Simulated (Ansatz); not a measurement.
Runs of Ansatz 0.2.0 on BaTiO3. The structure is tetragonal, space group P4mm (No. 99). The conventional cell has a = 4.000 Å, b = 4.000 Å, c = 4.018 Å, α = 90.00°, β = 90.00°, γ = 90.00°. Ba (site symmetry 4mm) is surrounded by 12 O at 2.79 to 2.88 Å. Ti (site symmetry 4mm) has 6 O at 1.89 to 2.13 Å as nearest neighbours. O (site symmetry 2mm) is surrounded by 2 Ti at 2.00 Å. O (site symmetry 4mm) is surrounded by 2 Ti at 1.89 to 2.13 Å. 

| task | level | potentials or basis | cell | cutoff (eV) | points for each segment of the path | gap on the mesh (eV) | pressure (GPa) | V0 of scaled cells (Å³/atom) | B0 (GPa) | largest force (eV/Å) |
| --- | --- | --- | --- | --- | --- | --- | --- | --- | --- | --- |
| equation of state | PBEsol | Ansatz PAW | as given | 420 | - | - | - | 12.57 | (a) | - |
| band structure | PBE | Ansatz NC | as given | 1240 | 14 | 1.93 | 2.3 | - | - | (b) |
| relaxation of cell and atoms | BLYP | Ansatz PAW | relaxed | 420 | - | 1.93 | 0.0 | - | - | 0.01 |
| equation of state | rPW86-PBE | Ansatz PAW | as given | 420 | - | - | - | 13.45 | 155 | - |

Alike in all rows: no spin polarisation; k mesh 7 × 7 × 7; smearing fermi-dirac 0.05 eV.

Q: Fill in the values left out.

A: (a) 178; (b) 0.31.

Caveats: the cell was scaled at fixed shape and fractional positions, which overstates the stiffness of a crystal with free parameters, most of all of layers and chains (some runs); spin-orbit coupling is left out, which moves the levels of the heavy elements (some runs); the k mesh misses the band edges, so the gap on the mesh is wider than the one along the path (some runs); odd divisions of the mesh miss points on the zone boundary, where band edges often lie, so the gap on the mesh can be too wide (some runs); the plane-wave basis is chosen anew once the cell has moved, so the energies of steps on either side of that aren't comparable (some runs); the volume moved by +11 % from the deposited cell, more than functionals usually miss (some runs); the PAW data sets come from PBE, with cores solved anew for the run's functional, which leaves a small shift of forces and pressure (some runs).

A k mesh can miss the band edges, and the runs leave out spin-orbit coupling on Ba.
